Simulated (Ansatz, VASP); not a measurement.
**Be in VASP and in Ansatz**

```xyz
1
Lattice="-1.2531 1.2531 1.2531 1.2531 -1.2531 1.2531 1.2531 1.2531 -1.2531" Properties=species:S:1:pos:R:3 pbc="T T T"
Be    0.0000    0.0000    0.0000
```

This isn't the form of Be at room conditions, which is hcp.

Alike in both runs: task single point; functional PBEsol; k mesh 15 × 15 × 15; occupations gaussian, width 0.1 eV; no spin polarisation.

```csv
,VASP,Ansatz
version,VASP 6.6.1,Ansatz 0.2.0
potentials or method,"VASP PAW PBE potentials, release 64 (Be), cutoff 520 eV","all-electron LAPW, scalar-relativistic"
```

Ansatz gave:

| Quantity | Value |
| --- | --- |
| gap on the k mesh at the Fermi level (eV) | none |
| pressure (GPa) | -2.0 |

Q: What did VASP give for the same quantities?

A: gap on the k mesh at the Fermi level (eV): none; pressure (GPa): -1.6.

A gap of «none» marks a metal or a gap that the smearing closes. Ansatz ran all-electron here, so the differences hold the error of VASP's frozen core and of both bases.

Caveats: the PAW data sets were made with another functional, which shifts forces and pressure a little (VASP).
